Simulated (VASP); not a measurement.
AlP: band structure with PBE0

**The experiment to reproduce.**

From a printed reference work, data compilation, for a bulk crystal of AlP at 4.2 K: band gap 2.505 eV (indirect).

Crystal: AlP.

```xyz
2
Lattice="0.0000 2.7529 2.7529 2.7529 0.0000 2.7529 2.7529 2.7529 0.0000" Properties=species:S:1:pos:R:3 pbc="T T T"
Al    0.0000    0.0000    0.0000
P     1.3764    1.3764    1.3764
```

The cell is a database's computed one.

| Quantity | Value |
| --- | --- |
| Program | VASP 6.6.1 |
| Task | band structure |
| Functional | PBE0 |
| Potentials or basis | VASP PAW PBE potentials, release 64 (Al, P) |
| Cutoff | 450 eV |
| k mesh | 8 × 8 × 8 |
| Occupations | gaussian, width 0.02 eV |
| Spin | no spin polarisation |
| Grid for exact exchange (PRECFOCK) | Fast |
| Exchange at q = 0 | truncated |
| Further INCAR settings | ALGO = Normal; EDIFF = 1e-06 |

The pressure is -1.8 GPa and the band gap on the k mesh is 2.99 eV, indirect (least direct gap 4.66 eV). The band gap along the path is 2.99 eV, indirect (least direct gap 4.66 eV).

Levels at the corners of the path, in eV from the valence-band top:
```csv
point,band 1,band 2,band 3,band 4,band 5,band 6,band 7,band 8
Γ,-12.71,0.00,0.00,0.00,4.66,6.16,6.16,6.16
X,-10.19,-5.86,-2.29,-2.29,2.99,3.92,13.00,13.00
X,-10.19,-5.86,-2.29,-2.29,2.99,3.92,13.00,13.00
W,-10.14,-5.44,-3.43,-3.02,5.87,7.64,7.79,8.08
W,-10.14,-5.44,-3.43,-3.02,5.87,7.64,7.79,8.08
K,-10.23,-5.55,-3.70,-1.89,3.89,6.72,10.31,10.55
K,-10.23,-5.55,-3.70,-1.89,3.89,6.72,10.31,10.55
Γ,-12.71,0.00,0.00,0.00,4.66,6.16,6.16,6.16
Γ,-12.71,0.00,0.00,0.00,4.66,6.16,6.16,6.16
L,-10.91,-6.07,-0.84,-0.84,4.22,6.45,6.45,9.94
L,-10.91,-6.07,-0.84,-0.84,4.22,6.45,6.45,9.94
U,-10.23,-5.55,-3.70,-1.89,3.89,6.72,10.31,10.55
U,-10.23,-5.55,-3.70,-1.89,3.89,6.72,10.31,10.55
W,-10.14,-5.44,-3.43,-3.02,5.87,7.64,7.79,8.08
W,-10.14,-5.44,-3.43,-3.02,5.87,7.64,7.79,8.08
L,-10.91,-6.07,-0.84,-0.84,4.22,6.45,6.45,9.94
L,-10.91,-6.07,-0.84,-0.84,4.22,6.45,6.45,9.94
K,-10.23,-5.55,-3.70,-1.89,3.89,6.72,10.31,10.55
U,-10.23,-5.55,-3.70,-1.89,3.89,6.72,10.31,10.55
X,-10.19,-5.86,-2.29,-2.29,2.99,3.92,13.00,13.03
```

Run time: 12 min on 2 MPI ranks on Intel(R) Xeon(R) Platinum 8488C (Sapphire Rapids) (shared host), peak memory 0.28 GiB a rank.

Against the measured gap of AlP, 2.505 eV (indirect; 4.2 K; a printed reference work, data compilation), the calculated 2.99 eV is off by +0.48 eV. The value is that of PBE0, without temperature or zero-point motion. The cell is a database's relaxed one, not the measured one, which moves gaps too.

Caveat: the PAW data sets were made with another functional, which shifts forces and pressure a little.
